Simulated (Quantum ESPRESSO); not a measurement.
The system is HfN.

```xyz
2
Lattice="0.0000 2.4548 2.4548 2.4548 0.0000 2.4548 2.4548 2.4548 0.0000" Properties=species:S:1:pos:R:3 pbc="T T T"
Hf    0.0000    0.0000    0.0000
N     1.2274    1.2274    1.2274
```

The cell comes from a database or a generator and needn't be the stable form of this composition.

Program: Quantum ESPRESSO 7.5. Alike in all runs: task single point; potentials or basis GBRV 1.5 PBEsol; no spin polarisation; cell as given; k mesh 9 × 9 × 9; cutoff (eV) 612; smearing fermi-dirac 0.05 eV.

Task: Order these runs on this cell by their pressure, lowest first.
A. level PBEsol+U; U Hf d U = 2 eV; mixing beta 0.3
B. level PBEsol+U; U Hf d U = 5 eV; mixing beta 0.3
C. level PBEsol; mixing beta 0.5
D. level PBEsol+U; U Hf d U = 3 eV; mixing beta 0.3
E. level PBEsol+U; U Hf d U = 4 eV; mixing beta 0.3

Result: C (-5.1 GPa), A (-2.1 GPa), D (-0.3 GPa), E (1.6 GPa), B (3.6 GPa).

Caveats: U without spin polarisation on a metal has little footing (some runs).

Not every run made on this cell is shown here.
